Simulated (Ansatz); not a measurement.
# Fe in Ansatz: reference runs

How does Fe come out in PBE? The cell is run as given.

All numbers are computed with Ansatz 0.2.0; they aren't measurements. Logs are shortened: lines on timing, memory, paths and dates and some standing lists are left out, and cuts for length are marked.

### Step 1. The cell of the first run

The cell holds a slab with vacuum, 7 atoms: a = 2.502 Å, b = 2.502 Å, c = 25.617 Å, α = 90.00°, β = 90.00°, γ = 90.00°.

### Step 2. Single point, PBE, collinear spin, ferromagnetic start (the (1 0 0) slab of Fe, cut from the database cell, not relaxed)

File input.yaml:

```yaml
crystal:
  lattice:
    - [2.5024508986, 0.0, 0.0]
    - [0.0, 2.5024508986, 0.0]
    - [0.0, 0.0, 25.617]
  atoms:
    - { symbol: Fe, position: [0.5, 0.5, 0.2927743295], spin: 3.0 }
    - { symbol: Fe, position: [0.0, 0.0, 0.361849553], spin: 3.0 }
    - { symbol: Fe, position: [0.5, 0.5, 0.4309247765], spin: 3.0 }
    - { symbol: Fe, position: [0.0, 0.0, 0.5], spin: 3.0 }
    - { symbol: Fe, position: [0.5, 0.5, 0.5690752235], spin: 3.0 }
    - { symbol: Fe, position: [0.0, 0.0, 0.638150447], spin: 3.0 }
    - { symbol: Fe, position: [0.5, 0.5, 0.7072256705], spin: 3.0 }
hamiltonian:
  xc: pbe
  pseudopotentials: { kind: paw }
magnetization:
  spin_polarized: true
kpoints:
  mp_grid: { grid: [11, 11, 1] }
scf:
  occupations: { method: fermi_dirac, width: 0.05 }
output:
  forces: true
  eigenvalues: true
efield:
  axis: 3
  dipole_correction: true
  ramp_width: 0.04
```

Potentials or basis: Ansatz PAW.

Command:

```sh
$ ansatz run input.yaml --threads 4 --pin off --max-ram 11264MiB --backend cpu --events-out ev --progress --plain --runs-dir out
```

The program printed:

```text
Warning: RAYON_NUM_THREADS=4 ignored (pool sized by the plan → 4); use --threads N
Engine: ansatz 0.2.0, aarch64-unknown-linux-gnu
Pseudopotentials: kind: paw
Pseudopotential: Fe, paw, valence charge 16, recommended cutoff 420 eV (normal), Fe.paw.azcp
Functional definition: PBE
  parameter kappa = 0.804
  parameter beta = 0.06672455060314922
  exchange = pbe_x(kappa = kappa, mu = beta*pi^2/3)
  correlation = pbe_c(beta = beta)
Crystal: 7 atoms, lattice volume = 160.420 Å³
Basis set: ecut = 420 eV, 3133 PW (Γ), exchange–correlation on 36×36×360 points (8 copies of the dense FFT grid, shifted against one another)
Bands: 80, of which v1, the nominal top of the filled ones, is band 56 counted from 1 (55 counted from 0)
Symmetry: 8 space group operations
k-points: 21 of 121
Non-local potential: Fe, projectors of the file, l = 0: 3, l = 1: 2, l = 2: 3, l = 3: 1
PAW form: soft (Blöchl's): semilocal exchange-correlation on the pseudo side does not see the compensation charge
PAW one-centre angular grid: Fe, 590 points (default); XC on 64 Gauss nodes
Initial density: superposition of atomic densities (neutral atoms: chi_scale 0, normalization atom)
Starting moments: Σ|m| = 21 μB on 7 of 7 sites
Initial wavefunctions: pseudopotential atomic-orbital guess
Functional: x = pbe(κ = 0.804, μ = 0.2195149727645171), c = pbe(β = 0.06672455060314922)
SCF iter   1: F=—  HF=-31362.307122 eV  |F-HF|=—  |Δ(HF+E_count)|=         —  Δρ=1.23e-1 (↑1.23e-1 ↓7.45e-2)  dr2=2.90e1  dr2_m=1.26e1  M=13.693 μB ∫|m|=13.912 μB  β_m=0.86  ethr=3.10e-3  p=-0.000 e·Å  D=-1.04e-13 V/Å  ΔV_dip=0.00 eV  dr2_dipole=3.01e-6  V_vac-E_F(+/−)=7.71/7.71 eV  ⟨swp⟩=10.0  Hψ=16789  notcnv=0  defer=68
Mixer restart at iter 1: flushing history
efield: sawtooth ramp at fractional position 0.9800 (placed from the atoms, in the widest stretch of the axis that holds none; the zero of the levels goes with the place), width 0.0400; the density the first Hamiltonian is built on has a dipole p = -0.000 e·Å; the dipole correction subtracts the counter field D = -1.04e-13 V/Å, which shifts the + side's vacuum level by +0.00 eV against the − side's; the planar-averaged density in the ramp window peaks in size at 3.8e-5 e/Å³
preconditioner: auto → LDOS  [metal: Δε(μ)=0.016 eV  Ē_g=7.686 eV  σ=0.050 eV  W_gap=0.08  n_scr=40 (ndim 8)  ℏωp=21.9 eV  f_vac=0.459  D(μ)=11.98/eV (n_scr^D=140)]
spin=Collinear: LDOS preconditioning applied to the charge; magnetization (m = ρ↑ − ρ↓) channel mixes plain (no charge-response kernel on spin).
SCF iter   2: F=—  HF=-31357.053276 eV  |F-HF|=—  |Δ(HF+E_count)|=    5.25e0  Δρ=2.75e-2 (↑2.41e-2 ↓2.75e-2)  dr2=2.33e0  dr2_m=8.54e-1  M=12.883 μB ∫|m|=13.364 μB  β_m=0.35  ethr=3.10e-3  p=-0.000 e·Å  D=-2.37e-5 V/Å  ΔV_dip=0.00 eV  dr2_dipole=2.91e-6  V_vac-E_F(+/−)=6.25/6.25 eV  ⟨swp⟩=3.0  Hψ=6981  notcnv=0  defer=345
density mixer auto → msr1: a metal under ldos (density of states about μ 3.82 of a free-electron gas's, 40 screened modes)
SCF iter   3: F=—  HF=-31359.218574 eV  |F-HF|=—  |Δ(HF+E_count)|=    2.17e0  Δρ=3.74e-2 (↑3.74e-2 ↓3.05e-2)  dr2=2.94e-1  dr2_m=1.65e0  M=10.908 μB ∫|m|=11.620 μB  β_m=0.65  ethr=2.08e-3  p=0.000 e·Å  D=9.50e-7 V/Å  ΔV_dip=-0.00 eV  dr2_dipole=5.09e-8  V_vac-E_F(+/−)=5.43/5.43 eV  ⟨swp⟩=2.7  Hψ=5518  notcnv=0  defer=354
SCF iter   4: F=—  HF=-31360.431293 eV  |F-HF|=—  |Δ(HF+E_count)|=    1.21e0  Δρ=3.57e-2 (↑3.57e-2 ↓3.19e-2)  dr2=3.08e-1  dr2_m=1.61e0  M=10.166 μB ∫|m|=11.365 μB  β_m=0.82  ethr=2.62e-4  p=0.000 e·Å  D=1.60e-6 V/Å  ΔV_dip=-0.00 eV  dr2_dipole=3.04e-9  V_vac-E_F(+/−)=4.92/4.92 eV  ⟨swp⟩=3.1  Hψ=7312  notcnv=0  defer=354
SCF iter   5: F=—  HF=-31360.808881 eV  |F-HF|=—  |Δ(HF+E_count)|=   3.78e-1  Δρ=3.16e-2 (↑3.16e-2 ↓2.82e-2)  dr2=2.61e-1  dr2_m=1.27e0  M=9.282 μB ∫|m|=13.240 μB  β_m=0.60  ethr=2.62e-4  p=0.000 e·Å  D=1.93e-5 V/Å  ΔV_dip=-0.00 eV  dr2_dipole=3.55e-6  V_vac-E_F(+/−)=4.52/4.52 eV  ⟨swp⟩=3.2  Hψ=6929  notcnv=0  defer=354
SCF iter   6: F=—  HF=-31361.010080 eV  |F-HF|=—  |Δ(HF+E_count)|=   2.01e-1  Δρ=2.30e-2 (↑2.30e-2 ↓9.82e-3)  dr2=1.10e0  dr2_m=1.49e-1  M=9.084 μB ∫|m|=14.063 μB  β_m=0.64  ethr=2.33e-4  p=0.000 e·Å  D=8.24e-6 V/Å  ΔV_dip=-0.00 eV  dr2_dipole=1.75e-5  V_vac-E_F(+/−)=4.78/4.78 eV  ⟨swp⟩=3.5  Hψ=7945  notcnv=0  defer=362
SCF iter   7: F=—  HF=-31360.702728 eV  |F-HF|=—  |Δ(HF+E_count)|=   3.07e-1  Δρ=8.51e-3 (↑8.51e-3 ↓4.07e-3)  dr2=5.89e-2  dr2_m=4.89e-2  M=8.829 μB ∫|m|=14.345 μB  β_m=0.58  ethr=2.33e-4  p=0.000 e·Å  D=2.15e-5 V/Å  ΔV_dip=-0.00 eV  dr2_dipole=4.23e-6  V_vac-E_F(+/−)=4.53/4.53 eV  ⟨swp⟩=3.1  Hψ=7496  notcnv=0  defer=362
SCF iter   8: F=—  HF=-31360.702551 eV  |F-HF|=—  |Δ(HF+E_count)|=   1.77e-4  Δρ=5.42e-3 (↑5.42e-3 ↓4.38e-3)  dr2=7.67e-3  dr2_m=3.43e-2  M=8.908 μB ∫|m|=14.264 μB  β_m=0.79  ethr=5.26e-5  p=0.000 e·Å  D=1.16e-5 V/Å  ΔV_dip=-0.00 eV  dr2_dipole=3.56e-8  V_vac-E_F(+/−)=4.54/4.54 eV  ⟨swp⟩=2.5  Hψ=6101  notcnv=0  defer=364
[... 25 lines left out ...]
SCF iter  34: F=-31360.710759 eV  HF=-31360.710760 eV  |F-HF|=3.18e-7  |Δ(HF+E_count)|=   3.20e-9  Δρ=3.57e-6 (↑2.93e-6 ↓3.57e-6)  dr2=2.68e-7  dr2_m=2.04e-9  M=7.803 μB ∫|m|=14.528 μB  β_m=0.60  ethr=2.47e-11  p=-0.000 e·Å  D=-1.10e-7 V/Å  ΔV_dip=0.00 eV  dr2_dipole=5.46e-8  V_vac-E_F(+/−)=4.60/4.60 eV  ⟨swp⟩=3.0  Hψ=6743  notcnv=0  defer=350
SCF iter  35: F=-31360.710760 eV  HF=-31360.710760 eV  |F-HF|=3.29e-8  |Δ(HF+E_count)|=   2.52e-9  Δρ=9.32e-7 (↑9.32e-7 ↓7.09e-7)  dr2=2.44e-8  dr2_m=3.34e-10  M=7.803 μB ∫|m|=14.528 μB  ethr=2.47e-11  p=-0.000 e·Å  D=-1.01e-8 V/Å  ΔV_dip=0.00 eV  dr2_dipole=9.27e-9  V_vac-E_F(+/−)=4.60/4.60 eV  ⟨swp⟩=13.2  Hψ=16149  notcnv=0
SCF 1 converged in 35 iterations: F = -31360.710760 eV  dr2 = 2.44e-8
at 3 of the mixer's solves, the last at iteration 24, it left a direction of its history that read negative out of its fit and stepped the other way along it
SCF converged after 35 iterations
Magnetization: 7.8029 μB (59.9015 up, 52.0985 down)
Absolute magnetization: 14.5283 μB (∫|ρ↑−ρ↓|, with the PAW one-centre terms)
Spin contamination: 2.6136 ħ² per cell (⟨S²⟩ above its minimum at these occupations)
Per-site moments (μB) at R_I (Å): [(2.69453620952688, 1.0322609956725), (2.0910908798560883, 1.0322609956725), (-1.5640839824840331, 1.0322609956725), (1.2855393915465647, 1.0322609956725), (-1.5640925429550754, 1.0322609956725), (2.091089025669908, 1.0322609956725), (2.6945366640103066, 1.0322609956725)]
Free energy (F): -31360.710760 eV
Harris-Foulkes:  -31360.710760 eV  (|F-HF|=3.29e-8)
Internal energy: -31360.625585 eV  (E = F + TS)
E sigma→0 (E₀):  -31360.668172 eV
Entropy (-TS):   -0.085175 eV (-12.168 meV/atom)
Fermi energy:    7.088000 eV
Dipole field:    D = 0.000145 V/Å  (p = 0.000128 e·Å, saw-weighted, corrected)
Work function:   Φ+ = 4.5969 eV   Φ− = 4.6006 eV
Levels:          The Fermi level and band energies are counted from a zero that moves with the ramp; work functions are not
--- Per-component energies (eV) ---
  E_band       = -2793.506896
  E_kinetic    = 2453.750592
  E_local      = -223321.630600  (includes V_loc(G=0)·N_el)
  E_nonlocal   = 1528.471993
  E_hartree    = 109849.607831
  E_xc         = -823.539838
  E_vxc        = -1060.315693  (∫ρ·V_xc dr)
  E_paw        = -9563.799420  (= ΣΔE_a)
  E_vpaw       = -2093.017013  (= ΣTr[D̂ρ^β])
  E_aug_tail   = 0.005097  (compensation charges beyond the density's cutoff)
  E_efield     = 0.000000  (sawtooth field / dipole correction)
  E_vefield    = 0.000000  (∫n·V_field dr)
  E_ewald      = 88516.508759
  E_smearing   = -0.085175  (= −TS)
  E_closure    = -0.000000  (closes the sum)
  Σ components = -31360.710760   (vs F -31360.710760, Δ=0.00e0)
--- Forces (eV/Å), atoms counted from 1 ---
  atom   1  Fe     0.00000000     0.00000000    -0.73463335
  atom   2  Fe    -0.00000000     0.00000000     0.60824276
  atom   3  Fe    -0.00000000     0.00000000     0.08376574
  atom   4  Fe     0.00000000     0.00000000    -0.00002684
  atom   5  Fe    -0.00000000     0.00000000    -0.08380169
  atom   6  Fe     0.00000000     0.00000000    -0.60822323
  atom   7  Fe    -0.00000000     0.00000000     0.73466806
  max |Σ_I F_I| component: 8.56e-6 eV/Å
--- Band table (eV; the first three rows and the last of 42) ---
  k-point 0 ↑: bands = ["-81.2702", "-81.2702", "-81.1870", "-81.1869", "-80.8054", "-79.2343", "-79.2334", "-47.4927", "-47.4927", "-47.2465", "-47.2464", "-47.1477", "-47.1477", "-47.1477", "-47.1477", "-47.0577", "-47.0577", "-47.0577", "-47.0577", "-46.8552", "-46.7269", "-46.7269", "-45.2853", "-45.2666", "-45.1915", "-45.1915", "-45.1891", "-45.1891", "-1.5268", "-0.9290", "0.0657", "1.2898", "1.8454", "2.0477", "2.2883", "2.8481", "2.8956", "3.3941", "3.8996", "4.0462", "4.8999", "4.9086", "4.9161", "4.9161", "4.9297", "4.9342", "4.9342", "5.3346", "5.5042", "5.5042", "5.5480", "5.8561", "5.8569", "6.0759", "6.0759", "6.1550", "6.1620", "6.1620", "6.2899", "6.3006", "6.3520", "6.7593", "7.0346", "7.5911", "7.5911", "7.9589", "8.0762", "8.0762", "8.3525", "8.4127", "9.0150", "11.4034", "11.7539", "12.8616", "14.3383", "15.9397", "17.9511", "18.6346", "20.9689", "21.2730"]
  k-point 1 ↑: bands = ["-81.2673", "-81.2673", "-81.1854", "-81.1854", "-80.8032", "-79.2321", "-79.2312", "-47.4888", "-47.4888", "-47.2554", "-47.2553", "-47.1577", "-47.1577", "-47.1447", "-47.1447", "-47.0769", "-47.0768", "-47.0575", "-47.0575", "-46.8529", "-46.7468", "-46.7251", "-45.2823", "-45.2660", "-45.2106", "-45.2094", "-45.1898", "-45.1877", "-1.3088", "-0.7201", "0.2613", "1.4602", "2.0023", "2.1854", "2.4230", "2.9328", "2.9758", "3.4668", "3.9533", "4.0984", "4.6591", "4.6650", "4.8993", "4.9401", "4.9504", "5.0604", "5.0734", "5.3835", "5.4724", "5.4827", "5.5391", "5.6898", "5.7513", "5.7738", "5.8817", "6.0996", "6.1983", "6.2208", "6.2356", "6.2881", "6.3087", "6.7880", "7.1530", "7.3756", "7.6404", "7.7786", "8.0390", "8.3200", "8.3265", "8.7011", "9.8883", "11.6107", "11.9847", "13.0642", "14.5441", "16.1079", "18.1186", "18.7013", "20.6161", "21.0448"]
  k-point 2 ↑: bands = ["-81.2596", "-81.2596", "-81.1815", "-81.1815", "-80.7971", "-79.2260", "-79.2254", "-47.4791", "-47.4791", "-47.2853", "-47.2853", "-47.1783", "-47.1783", "-47.1362", "-47.1362", "-47.1272", "-47.1272", "-47.0574", "-47.0573", "-46.8468", "-46.7999", "-46.7202", "-45.2755", "-45.2679", "-45.2626", "-45.2580", "-45.1855", "-45.1838", "-0.6794", "-0.1267", "0.7967", "1.8761", "2.3812", "2.5316", "2.7653", "3.1746", "3.2045", "3.6910", "4.1374", "4.2533", "4.4047", "4.4330", "4.7160", "4.9737", "4.9805", "4.9844", "5.0122", "5.3516", "5.3954", "5.4086", "5.4194", "5.4861", "5.6267", "5.7039", "5.7196", "5.8771", "6.0467", "6.0629", "6.1199", "6.2564", "6.2830", "6.9211", "6.9350", "7.6291", "7.7194", "7.9407", "8.1290", "8.2370", "8.5057", "9.7763", "11.1758", "12.2267", "12.6937", "13.6623", "15.1622", "16.5424", "17.6473", "18.1226", "18.7887", "19.1909"]
  k-point 20 ↓: bands = ["-80.9456", "-80.9455", "-79.3046", "-78.7125", "-78.7125", "-78.1055", "-78.1055", "-47.0906", "-47.0904", "-47.0859", "-47.0851", "-47.0662", "-47.0637", "-45.5114", "-45.5112", "-45.3916", "-44.9491", "-44.9491", "-44.9485", "-44.9485", "-44.8465", "-44.8465", "-44.3582", "-44.3582", "-44.3581", "-44.3581", "-44.2431", "-44.2431", "2.1815", "2.5777", "2.8367", "3.1261", "3.1285", "3.4780", "3.5040", "3.5295", "4.0271", "4.5775", "4.5924", "4.8046", "4.8263", "5.1638", "5.1832", "6.1547", "6.1835", "6.3542", "7.0346", "7.0930", "7.4020", "7.4503", "7.5937", "7.7411", "8.1816", "8.2565", "8.3510", "8.4669", "8.5046", "8.7503", "8.7505", "8.9106", "8.9413", "9.4235", "9.4548", "10.1155", "10.9713", "11.3850", "12.2009", "12.9228", "13.7842", "14.5426", "15.6289", "16.0675", "17.3793", "17.4100", "17.7038", "18.2027", "18.3889", "18.6696", "18.7070", "18.9561"]
```

Run time: 60 s. Hardware: 4 threads of Arm Neoverse V2, shared host; peak memory 0.79 GiB.

What came out:

| Property | Result |
| --- | --- |
| Free energy | -31360.7108 eV |
| Largest force | 0.735 eV/Å |
| Band gap on the k mesh | none (metal or under the smearing width) |
| Net moment | 7.80 μB per cell |
| Absolute moment | 14.53 μB per cell |
| Site moments | Fe +2.69, +2.09, -1.56, +1.29 μB |
| Work function of the upper face | 4.60 eV |
| Work function of the lower face | 4.60 eV |
| Dipole across the slab | 0.000 e·Å |

Forces in eV/Å, atoms in the order of the input:
```
Fe   0.000  0.000 -0.735
Fe   0.000  0.000  0.608
Fe   0.000  0.000  0.084
Fe   0.000  0.000  0.000
Fe   0.000  0.000 -0.084
Fe   0.000  0.000 -0.608
Fe   0.000  0.000  0.735
```

Levels at points of the mesh, in eV from the Fermi level:
Spin up:
```tsv
k point	band 57	band 58	band 59	band 60	band 61	band 62	band 63	band 64	band 65	band 66
(0.00, 0.00, 0.00)	-0.93	-0.93	-0.80	-0.79	-0.74	-0.33	-0.05	0.50	0.50	0.87
```
Spin down:
| k point | band 50 | band 51 | band 52 | band 53 | band 54 | band 55 | band 56 | band 57 |
| --- | --- | --- | --- | --- | --- | --- | --- | --- |
| (0.00, 0.00, 0.00) | -0.61 | -0.37 | -0.01 | 0.12 | 0.12 | 0.30 | 0.30 | 0.37 |

Caveat: the starting moments weren't kept.
